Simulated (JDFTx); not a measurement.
## TiB2 under changes of volume

One of the cells (8.552 Å³/atom); the others are scaled copies at fixed shape and fractional positions:

```
Ti B
1.0
     3.02920    0.00000    0.00000
    -1.51460    2.62336    0.00000
     0.00000    0.00000    3.22840
Ti B
1 2
Direct
  0.00000 0.00000 0.00000
  0.66667 0.33333 0.50000
  0.33333 0.66667 0.50000
```

```yaml
Program: JDFTx 1.7.0 (patched build)
Functional: PBE
Potentials_or_basis: PseudoDojo-SR-PBE-0.5-standard
Cutoff: 1143 eV
Density_cutoff: 9143 eV
k_mesh: 10 × 10 × 8
Occupations: fermi-dirac, width 0.05 eV
Spin: no spin polarisation
```

```csv
volume (Å³/atom),energy over the lowest point (meV/atom),pressure (GPa)
8.039,27.84,18.0
8.210,12.13,11.5
8.381,?,?
8.552,0.00,0.2
8.723,2.41,-4.7
8.894,9.77,-9.1
9.065,21.64,-13.1
```

Problem. What does the run at 8.381 Å³/atom give?

Solution. Energy over the lowest point 3.06 meV/atom; pressure 5.6 GPa.

Worked out: A Birch-Murnaghan fit of order 3 (a polynomial in V^(-2/3)) to the other rows has its minimum at 8.56 Å³/atom with B0 = V·E''(V) = 255 GPa and B' = 3.8 at fixed shape and positions, which overstates the stiffness. It gives 3.06 meV/atom at 8.381 Å³/atom, against the run's 3.06, and -dE/dV = 5.6 GPa, against 5.6.

Energies are extrapolated to zero smearing.
